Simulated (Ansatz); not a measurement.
# ZnS (F-43m) in Ansatz: further runs, part 2 of 2

Ansatz 0.2.0. The steps go on from the part before.

### 3 Single point, r2SCANh, 18.54 Å³/atom (volume scaled by 0.94)

Contents of input.yaml:

```yaml
crystal:
  lattice:
    - [0.0, 2.6468416657, 2.6468416657]
    - [2.6468416657, 0.0, 2.6468416657]
    - [2.6468416657, 2.6468416657, 0.0]
  atoms:
    - { symbol: Zn, position: [0.75, 0.75, 0.75] }
    - { symbol: S, position: [0.0, 0.0, 0.0] }
hamiltonian:
  xc: r2scanh
  pseudopotentials: { kind: paw }
kpoints:
  mp_grid: { grid: [5, 5, 5] }
scf:
  occupations: { method: fermi_dirac, width: 0.05 }
output:
  forces: true
  stress: true
  eigenvalues: true
```

Potentials or basis: Ansatz PAW.

Launch:

```sh
$ ansatz run input.yaml --threads 2 --pin off --max-ram 5632MiB --backend cpu --events-out ev --progress --plain --runs-dir out
```

Run time: 11 s. Hardware: 2 threads of Arm Neoverse V2, shared host; peak memory 0.91 GiB.

Results (log left out):

- Free energy: -4232.7713 eV
- Pressure: 5.0 GPa
- Band gap on the k mesh: 3.64 eV, direct

Caveat: odd divisions of the mesh miss points on the zone boundary, where band edges often lie, so the gap on the mesh can be too wide; the PAW data sets come from PBE, with cores solved anew for the run's functional, which leaves a small shift of forces and pressure; the thresholds are loose for stress.

### 4 Single point, r2SCANh, 18.94 Å³/atom (volume scaled by 0.96)

Edit input.yaml of step 3 so:

```diff
@@ -2,5 +2,5 @@
   lattice:
-    - [0.0, 2.6468416657, 2.6468416657]
-    - [2.6468416657, 0.0, 2.6468416657]
-    - [2.6468416657, 2.6468416657, 0.0]
+    - [0.0, 2.6654820099, 2.6654820099]
+    - [2.6654820099, 0.0, 2.6654820099]
+    - [2.6654820099, 2.6654820099, 0.0]
   atoms:
```

Launch:

```sh
$ ansatz run input.yaml --threads 2 --pin off --max-ram 5632MiB --backend cpu --events-out ev --progress --plain --runs-dir out
```

It took 11 s on 2 threads of Arm Neoverse V2, shared host; peak memory 0.91 GiB.

The run converged. Its results:

```yaml
Free_energy: -4232.7907 eV
Pressure: 2.9 GPa
Band_gap_on_the_k_mesh: 3.53 eV, direct
```

Caveat: odd divisions of the mesh miss points on the zone boundary, where band edges often lie, so the gap on the mesh can be too wide; the PAW data sets come from PBE, with cores solved anew for the run's functional, which leaves a small shift of forces and pressure; the thresholds are loose for stress.

### 5 Single point, r2SCANh, 19.33 Å³/atom (volume scaled by 0.98)

Edit input.yaml of step 4 so:

```diff
@@ -2,5 +2,5 @@
   lattice:
-    - [0.0, 2.6654820099, 2.6654820099]
-    - [2.6654820099, 0.0, 2.6654820099]
-    - [2.6654820099, 2.6654820099, 0.0]
+    - [0.0, 2.6838652254, 2.6838652254]
+    - [2.6838652254, 0.0, 2.6838652254]
+    - [2.6838652254, 2.6838652254, 0.0]
   atoms:
```

Launch:

```sh
$ ansatz run input.yaml --threads 2 --pin off --max-ram 5632MiB --backend cpu --events-out ev --progress --plain --runs-dir out
```

It took 11 s on 2 threads of Arm Neoverse V2, shared host; peak memory 0.91 GiB.

The run converged. Its results:

```
Free energy            : -4232.8006 eV
Pressure               : 1.1 GPa
Band gap on the k mesh : 3.43 eV, direct
```

Caveat: odd divisions of the mesh miss points on the zone boundary, where band edges often lie, so the gap on the mesh can be too wide; the PAW data sets come from PBE, with cores solved anew for the run's functional, which leaves a small shift of forces and pressure; the thresholds are loose for stress.

### 6 Single point, r2SCANh, 19.73 Å³/atom

Edit input.yaml of step 5 so:

```diff
@@ -2,5 +2,5 @@
   lattice:
-    - [0.0, 2.6838652254, 2.6838652254]
-    - [2.6838652254, 0.0, 2.6838652254]
-    - [2.6838652254, 2.6838652254, 0.0]
+    - [0.0, 2.702, 2.702]
+    - [2.702, 0.0, 2.702]
+    - [2.702, 2.702, 0.0]
   atoms:
```

Potentials or basis: Ansatz PAW.

Launch:

```sh
$ ansatz run input.yaml --threads 2 --pin off --max-ram 5632MiB --backend cpu --events-out ev --progress --plain --runs-dir out
```

Run time: 12 s. Hardware: 2 threads of Arm Neoverse V2, shared host; peak memory 1.1 GiB.

It converged, with:

```
Free energy            : -4232.8020 eV
Pressure               : -0.5 GPa
Band gap on the k mesh : 3.34 eV, direct
```

Caveat: odd divisions of the mesh miss points on the zone boundary, where band edges often lie, so the gap on the mesh can be too wide; the PAW data sets come from PBE, with cores solved anew for the run's functional, which leaves a small shift of forces and pressure; the thresholds are loose for stress.

### 7 Single point, r2SCANh, 20.12 Å³/atom (volume scaled by 1.02)

Edit input.yaml of step 6 so:

```diff
@@ -2,5 +2,5 @@
   lattice:
-    - [0.0, 2.702, 2.702]
-    - [2.702, 0.0, 2.702]
-    - [2.702, 2.702, 0.0]
+    - [0.0, 2.7198945612, 2.7198945612]
+    - [2.7198945612, 0.0, 2.7198945612]
+    - [2.7198945612, 2.7198945612, 0.0]
   atoms:
```

Launch:

```sh
$ ansatz run input.yaml --threads 2 --pin off --max-ram 5632MiB --backend cpu --events-out ev --progress --plain --runs-dir out
```

Wall time 12 s (2 threads of Arm Neoverse V2, shared host); peak memory 1.1 GiB.

It converged, with:

| Property | Result |
| --- | --- |
| Free energy | -4232.7959 eV |
| Pressure | -2.0 GPa |
| Band gap on the k mesh | 3.24 eV, direct |

Caveat: odd divisions of the mesh miss points on the zone boundary, where band edges often lie, so the gap on the mesh can be too wide; the PAW data sets come from PBE, with cores solved anew for the run's functional, which leaves a small shift of forces and pressure; the thresholds are loose for stress.

### 8 Single point, r2SCANh, 20.52 Å³/atom (volume scaled by 1.04)

Edit input.yaml of step 7 so:

```diff
@@ -2,5 +2,5 @@
   lattice:
-    - [0.0, 2.7198945612, 2.7198945612]
-    - [2.7198945612, 0.0, 2.7198945612]
-    - [2.7198945612, 2.7198945612, 0.0]
+    - [0.0, 2.7375567091, 2.7375567091]
+    - [2.7375567091, 0.0, 2.7375567091]
+    - [2.7375567091, 2.7375567091, 0.0]
   atoms:
```

Launch:

```sh
$ ansatz run input.yaml --threads 2 --pin off --max-ram 5632MiB --backend cpu --events-out ev --progress --plain --runs-dir out
```

It took 13 s on 2 threads of Arm Neoverse V2, shared host; peak memory 1.1 GiB.

The run converged. Its results:

- Free energy: -4232.7828 eV
- Pressure: -3.3 GPa
- Band gap on the k mesh: 3.15 eV, direct

Caveat: odd divisions of the mesh miss points on the zone boundary, where band edges often lie, so the gap on the mesh can be too wide; the PAW data sets come from PBE, with cores solved anew for the run's functional, which leaves a small shift of forces and pressure; the thresholds are loose for stress.

### 9 Single point, r2SCANh, 20.91 Å³/atom (volume scaled by 1.06)

Edit input.yaml of step 8 so:

```diff
@@ -2,5 +2,5 @@
   lattice:
-    - [0.0, 2.7375567091, 2.7375567091]
-    - [2.7375567091, 0.0, 2.7375567091]
-    - [2.7375567091, 2.7375567091, 0.0]
+    - [0.0, 2.7549938462, 2.7549938462]
+    - [2.7549938462, 0.0, 2.7549938462]
+    - [2.7549938462, 2.7549938462, 0.0]
   atoms:
@@ -19 +19,5 @@
   eigenvalues: true
+  write_density: true
+  write_potential: true
+  elf: true
+  volumetric_format: npy
```

Potentials or basis: Ansatz PAW.

Launch:

```sh
$ ansatz run input.yaml --threads 2 --pin off --max-ram 5632MiB --backend cpu --events-out ev --progress --plain --runs-dir out
```

It took 13 s on 2 threads of Arm Neoverse V2, shared host; peak memory 1.1 GiB.

Results (log left out):

```yaml
Free_energy: -4232.7636 eV
Pressure: -4.5 GPa
Band_gap_on_the_k_mesh: 3.06 eV, direct
```

Caveat: odd divisions of the mesh miss points on the zone boundary, where band edges often lie, so the gap on the mesh can be too wide; the PAW data sets come from PBE, with cores solved anew for the run's functional, which leaves a small shift of forces and pressure; the thresholds are loose for stress.

### 10 Equation of state, r2SCANh

This step only gathers the single runs of the series.

Results:

| Item | Value |
| --- | --- |
| Equilibrium volume | 19.60 Å³/atom |
| Bulk modulus | 80 GPa |
| Pressure derivative of the bulk modulus | 4.3 |

Energy against volume, from the lowest point:
| volume (Å³/atom) | energy (meV/atom) |
| --- | --- |
| 18.543 | 15.39 |
| 18.938 | 5.69 |
| 19.332 | 0.72 |
| 19.727 | 0.00 |
| 20.121 | 3.07 |
| 20.516 | 9.60 |
| 20.910 | 19.20 |

Caveat: the k mesh is coarse (spacing up to 0.40 Å⁻¹), so the values aren't converged, least of all with exact exchange; the PAW data sets were made with another functional, which shifts forces and pressure a little.

### 11 Against experiment

Step 2. Measured gap of ZnS: 3.85 eV (direct; 19 K; quoted in “Electronic, vibrational, and thermodynamic properties of ZnS (zincblende and rocksalt structure)”, 2009, arxiv:0911.5022). This calculation gives 3.34 eV (-0.51 eV). The value is that of r2SCANh, without temperature or zero-point motion.
